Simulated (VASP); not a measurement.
Runs of VASP 6.6.1 on BeTe. Symmetry: F-43m, No. 216, cubic system. Conventional cell: a = 5.540 Å, b = 5.540 Å, c = 5.540 Å, α = 90.00°, β = 90.00°, γ = 90.00°. Te (site symmetry -43m) is surrounded by 4 Be at 2.40 Å. Be (site symmetry -43m) has 4 Te at 2.40 Å as nearest neighbours. 

| task | level | cell | cutoff (eV) | gap on the mesh (eV) | pressure (GPa) | relaxed volume (Å³/atom) |
| --- | --- | --- | --- | --- | --- | --- |
| band structure | BLYP | as given | 520 | 2.13 | 7.4 | - |
| band structure | PW91 | as given | 520 | (a) | - | - |
| relaxation of cell and atoms | BLYP | relaxed | 600 | 2.37 | 0.0 | 23.86 |
| relaxation of cell and atoms | revPBE | relaxed | 600 | 2.14 | 0.0 | (b) |
| band structure | RPBE | as given | 520 | (c) | - | - |

Alike in all rows: potentials or basis VASP PAW PBE potentials, release 64 (Te, Be); no spin polarisation; k mesh 8 × 8 × 8; smearing fermi-dirac 0.05 eV.

**Question.** Estimate the missing entries.

**Answer.** (a) 1.86; (b) 23.24; (c) 1.93.

Caveats: the PAW data sets were made with another functional, which shifts forces and pressure a little; spin-orbit coupling is left out, which moves the levels of the heavy elements; the volume moved by +12 % from the deposited cell, more than functionals usually miss (some runs).

A k mesh can miss the band edges, and the runs leave out spin-orbit coupling on Te.

Runs at the PBE level aren't shown here.
